The band gap of a crystal is the energy difference between the highest filled and the lowest empty electron level. Here it was computed for cubic hafnia, HfO$_2$, with the r2SCAN density functional, in cells that were squeezed or stretched equally in all directions. In the table, volume is the volume per atom and shortest distance is the length of the Hf–O bond. The least direct gap, taken between levels of equal wave vector, is the same as the band gap in every row.

Cubic HfO$_2$ (space group Fm-3m) at the r2SCAN geometry, strained equally in all directions, computed with Ansatz 0.2.0 using DFT with the r2SCAN functional, plane waves and PAW potentials. The wave cutoff is 500 eV and the k mesh 8×8×8, with fixed occupations and without spin polarisation or spin-orbit coupling.

```tsv
volume (Å³/atom)	shortest distance (Å)	band gap (eV)	least direct gap (eV)
9.543	2.103	4.619	4.619
9.844	2.125	4.541	4.541
10.151	2.147	4.462	4.462
10.412	2.165	4.397	4.397
10.465	2.168	4.383	4.383
10.786	2.190	4.303	4.303
11.113	2.212	4.222	4.222
11.446	2.234	4.140	4.140
11.625	2.246	4.096	4.096
11.786	2.256	4.057	4.057
12.133	2.278	3.974	3.974
```

The gap shrinks at every step of expansion, from 4.62 eV in the smallest cell to 3.97 eV in the largest. The filled levels at the top belong mainly to oxygen 2p and the lowest empty ones mainly to hafnium 5d, as is well known for this oxide. An electron on oxygen is held down by the positive hafnium neighbours, while one on hafnium is pushed up by the negative oxygen neighbours. Longer bonds weaken both effects, which brings the two levels closer together. The mixing of orbitals and the width of each band change as well, and these changes need not all act in the same direction. The table shows that the electrostatic part cannot be the whole story. A term that goes as one over the bond length changes fastest in the squeezed cell, yet the gap loses 0.078 eV over the first 1 % of length and 0.083 eV over the last; with full ionic charges that term is also expected to change by several times the whole loss of the gap. Other parts must therefore work against it. The series changes only one length, so it cannot show how much each part contributes.

For a thin insulating film, an engineer often wants more than the gap. The barrier against leakage depends on where each edge lies, so it is tempting to take the two edge energies from the same runs and follow them separately. They are printed after this text. Between the smallest and the largest cell the top of the filled band falls by 4.9 eV and the bottom of the empty band by 5.6 eV. Read literally, a modest stretch would move both edges by several times the change in the gap.

The numbers themselves give this reading away. In the row at 10.786 Å³ per atom, which is practically free of pressure, the top of the filled band lies at +15.8 eV. If zero were the energy of an electron at rest outside the crystal, the electrons at that edge would be unbound and would leave, yet hafnia is a stable insulator. The zero must therefore be something else. A second sign is that the two edges move almost together, as they would if the scale were sliding beneath them.

The cause lies in the way an endless crystal is described. It has no surface, hence no outside from which to measure, and plane-wave programs usually set the average electrostatic potential in the cell to zero. Each neutral atom adds a potential well of roughly fixed total strength, so the true average, measured from outside, is about $-C/V$, where $V$ is the cell volume and $C$ a positive constant. A level with energy $E$ relative to the outside then appears in the output as

$$\varepsilon = E + \frac{C}{V}.$$

Expansion makes the last term smaller, so every printed level sinks even if $E$ stays where it is. The outputs do not state their zero, but the high positive energies and the common fall both agree with this account.

In the difference between two levels of one cell the unknown term cancels, and that is why the gap survives. One could just as well set the top of the filled band to zero in every row. Then that edge would not move at all, and the whole loss of 0.645 eV would appear as a fall of the empty band. The printed edges alone favour neither choice. Sharing the loss between the edges needs an added reference, such as an estimate of $C$ or a deep hafnium level taken as fixed, and each of these is an assumption that holds only roughly.

The change of the gap, by contrast, can be used with a very simple rule. Suppose that equal relative changes of volume change the gap by equal amounts. The constant of proportionality, called the deformation potential of the gap, follows from the two rows that lie 1 % in length on either side of the pressure-free cell:

$$D = \frac{4.222 - 4.383}{\ln(11.113/10.465)}\ \text{eV} \approx -2.68\ \text{eV}.$$

For the largest cell, which played no part in finding $D$, the rule gives

$$4.303\ \text{eV} + D\,\ln\frac{12.133}{10.786} \approx 3.99\ \text{eV}.$$

The full calculation gives 3.97 eV. The estimate misses about 4 % of the change from the pressure-free cell, and at the smallest cell it is also slightly too high. The gap therefore follows a gently bent curve, and a constant $D$ is a good approximation with a small, systematic error. It holds for equal strain in all directions, not for a film that is stretched only in its plane.

The second serious failure leaves no trace in the table. Measured gaps of hafnia are roughly 5.7 eV, a recalled value that comes mostly from films with other crystal structures, since the cubic form is a high-temperature phase. The pressure-free row gives 4.30 eV, about 1.4 eV less. A smooth curve is no protection here, because an error shared by all rows shifts the curve without roughening it. Only a yardstick from outside reveals it.

The series does help to find the culprit, because it shows how much a wrong cell size could matter. An error of 1 % in length changes the gap by only about 0.08 eV. Even the smallest cell, under a pressure of 43 GPa, gains no more than 0.32 eV over the pressure-free one. The difference in crystal structure may account for part of the shortfall, but an inaccurate volume cannot account for most of it.

The main cause is expected from theory to be the functional, although these runs do not test it. Exchange between electrons is non-local: it pulls filled levels down relative to empty ones and so holds them apart. In a solid the other electrons screen it, so that only a fraction acts; unscreened exact exchange is expected to give gaps that are far too large. A functional that sees only the density, its slope and the local kinetic energy of the electrons, as r2SCAN does, captures just part of this separation. Its gaps for wide-gap oxides therefore come out too small. Spin-orbit coupling and the zero-point motion of the atoms are missing as well, but including them would normally lower the computed gap further.

The two failures thus call for different remedies. To place the edges separately, one needs a common reference, such as the vacuum beside a slab held at the strained geometry, and the result then belongs to that surface, whose dipole also changes with strain; to correct the size of the gap, one needs a method that includes screened non-local exchange. What remains open is whether the error of the functional is the same in the squeezed and in the stretched cell. If it is, the value of $D$ stands although every single gap is too small; a calculation with a better method at the smallest and the largest volume would decide it.

Output of the analysis:

```
Band edges as printed by the program:
     row  pressure_GPa  valence_top_eV  conduction_bottom_eV
   9.543          42.8            18.5                 23.12
   9.844         29.95           17.79                 22.33
  10.151         18.64           17.11                 21.58
  10.412         10.31           16.57                 20.97
  10.465          8.71           16.46                 20.85
  10.786         0.016           15.84                 20.14
  11.113         -7.58           15.23                 19.45
  11.446         -14.2           14.65                 18.79
  11.625        -17.35           14.35                 18.45
  11.786        -19.94           14.09                 18.15
  12.133         -24.9           13.56                 17.53
Fall of the valence top over the series (eV): 4.941
Fall of the conduction bottom over the series (eV): 5.585
Fall of the gap over the series (eV): 0.645
Fall of the valence top as percentage of the fall of the conduction bottom (%): 88.46
Apparent shift of the valence top per unit of ln volume (eV): -20.58
Apparent shift of the conduction bottom per unit of ln volume (eV): -23.26
Change of the gap per unit of ln volume over the whole series (eV): -2.686
Gap deformation potential near zero pressure (eV): -2.68
Estimated gap at the smallest volume (eV): 4.631
Estimate less computed gap at the smallest volume (eV): 0.01212
Estimated gap at the largest volume (eV): 3.988
Estimate less computed gap at the largest volume (eV): 0.01364
Gap near zero pressure (eV): 4.303
Rough shortfall against the recalled measured gap (eV): 1.397
Gain of the gap from zero pressure to the smallest volume (eV): 0.316
Mean change of the gap for 1 percent in length near zero pressure (eV): 0.0805
```
